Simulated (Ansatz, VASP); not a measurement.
**Two plane-wave programs on HgTe (Coloradoite)**

INCAR

```
SYSTEM = HgTe
  PREC = Accurate
  ENCUT = 600
  EDIFF = 1E-7
  ISMEAR = -1
  SIGMA = 0.05
  LREAL = .False.
  LASPH = .True.
  NELM = 100
  ALGO = Fast
  ISIF = 3
  LWAVE = .False.
  LCHARG = .False.
  GGA = PE
  IBRION = 2
  NSW = 40
  EDIFFG = -0.01
```

Contents of KPOINTS:

```
Automatic mesh
0
Gamma
  7 7 7
  0 0 0
```

POSCAR

```
HgTe
1.0
    0.0000000000      3.2145000000      3.2145000000
    3.2145000000      0.0000000000      3.2145000000
    3.2145000000      3.2145000000      0.0000000000
Hg Te
1 1
Direct
    0.0000000000      0.0000000000      0.0000000000
    0.7500000000      0.7500000000      0.7500000000
```

input.yaml

```yaml
crystal:
  lattice:
    - [0.0, 3.2145, 3.2145]
    - [3.2145, 0.0, 3.2145]
    - [3.2145, 3.2145, 0.0]
  atoms:
    - { symbol: Hg, position: [0.0, 0.0, 0.0] }
    - { symbol: Te, position: [0.75, 0.75, 0.75] }
hamiltonian:
  xc: pbe
  pseudopotentials: { kind: paw }
kpoints:
  mp_grid: { grid: [7, 7, 7] }
scf:
  occupations: { method: fermi_dirac, width: 0.05 }
output:
  forces: true
  stress: true
relax:
  f_tol: 0.01
  max_steps: 40
  cell: { stress_tol: 0.05 }
```

Alike in both runs: task relaxation of cell and atoms; functional PBE; k mesh 7 × 7 × 7; occupations fermi-dirac, width 0.05 eV; no spin polarisation.

```csv
,VASP,Ansatz
version,VASP 6.6.1,Ansatz 0.2.0
potentials or method,"VASP PAW PBE potentials, release 54 (Hg, Te)",Ansatz PAW
plane-wave cutoff (eV),600,420
valence electrons in the cell,18,36
```

|  | VASP | Ansatz | Ansatz less VASP |
| --- | --- | --- | --- |
| relaxed volume (Å³/atom) | 36.83 | 36.79 | -0.041 |
| relaxed cell length with the largest relative difference (Å) | 4.705 | 4.703 | -0.0018 |
| energy change over the relaxation (meV/atom) | -48 | -46 | +1.7 |

The two sets of potentials don't hold the same shells in valence.

Caveats: the volume moved by +11 % from the deposited cell, more than functionals usually miss; the plane-wave basis is chosen anew once the cell has moved, so the energies of steps on either side of that aren't comparable (Ansatz). Zero-point motion and thermal expansion aren't in these numbers. PBE usually gives volumes a little too large and moduli too small.
